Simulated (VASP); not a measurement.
## VASP 6.6.1 run: BaTiO3

INCAR

```
LASPH = .TRUE.
LCHARG = .FALSE.
ISMEAR = -1
ENCUT = 520
NBANDS = 28
LWAVE = .FALSE.
EDIFF = 0.0001
GGA = PE
BMIX = 3
LREAL = .FALSE.
IBRION = -1
ISIF = 2
SIGMA = 0.02
NSW = 0
NELM = 120
PREC = Accurate
```

KPOINTS

```
KPOINTS created by Atomic Simulation Environment
0
Gamma
6 6 6
0 0 0
```

POSCAR

```
Ba Ti O
 1.0000000000000000
     3.9541555551999998    0.0000000000000000    0.0000000000000000
     0.0000000000000000    3.9541555551999998    0.0000000000000000
     0.0000000000000000    0.0000000000000000    3.9541555551999998
 Ba  Ti  O
   1   1   3
Cartesian
  0.0000000000000000  0.0000000000000000  0.0000000000000000
  1.9770777775999999  1.9770777775999999  1.9770777775999999
  1.9770777775999999  1.9770777775999999  0.0000000000000000
  1.9770777775999999  0.0000000000000000  1.9770777775999999
  0.0000000000000000  1.9770777775999999  1.9770777775999999
```

The recommended PBE PAW datasets give the neutral cell 40 valence electrons.

Command

```
mpirun -np 1 vasp_std
```

**Question.** Predict the outcome of this run.

**Answer.** It converged. Results: gap between bands v and c on the k mesh 1.81 eV; least direct gap on the k mesh 1.92 eV; pressure 10.8 GPa. Band v is the last that the valence electrons fill when counted band by band, and c is the next.

OSZICAR

```
N       E                     dE             d eps       ncg     rms          rms(c)
DAV:   1     0.441894075742E+03    0.44189E+03   -0.20859E+04  1120   0.157E+03
DAV:   2    -0.457546782917E+01   -0.44647E+03   -0.42435E+03  1320   0.433E+02
DAV:   3    -0.487040667020E+02   -0.44129E+02   -0.43698E+02  1556   0.135E+02
DAV:   4    -0.506684422815E+02   -0.19644E+01   -0.19601E+01  1668   0.242E+01
DAV:   5    -0.507182279641E+02   -0.49786E-01   -0.49775E-01  1508   0.303E+00    0.237E+01
DAV:   6    -0.418570972447E+02    0.88611E+01   -0.14657E+01  1596   0.357E+01    0.117E+01
DAV:   7    -0.398763569474E+02    0.19807E+01   -0.10316E+01  1584   0.254E+01    0.551E+00
DAV:   8    -0.400434819379E+02   -0.16712E+00   -0.35490E+00  1468   0.146E+01    0.414E+00
DAV:   9    -0.398493911101E+02    0.19409E+00   -0.11278E+00  1628   0.874E+00    0.202E+00
DAV:  10    -0.401168438637E+02   -0.26745E+00   -0.96942E-01  1584   0.668E+00    0.466E+00
DAV:  11    -0.399021227514E+02    0.21472E+00   -0.33455E-01  1328   0.541E+00    0.182E+00
DAV:  12    -0.398554455425E+02    0.46677E-01   -0.14982E-01  1580   0.275E+00    0.330E-01
DAV:  13    -0.398581070825E+02   -0.26615E-02   -0.26530E-02  1592   0.907E-01    0.233E-01
DAV:  14    -0.398590986342E+02   -0.99155E-03   -0.40688E-03  1692   0.346E-01    0.208E-01
DAV:  15    -0.398587851761E+02    0.31346E-03   -0.17140E-03  1356   0.268E-01    0.932E-02
DAV:  16    -0.398587159964E+02    0.69180E-04   -0.70655E-04  1152   0.282E-01
   1 F= -.39858716E+02 E0= -.39858716E+02  d E =-.322775E-13
```

For comparison, a separate PBE run of the intended cell, on usual settings and not on those above, gives a gap of 1.82 eV on its mesh and a pressure of 11.0 GPa.
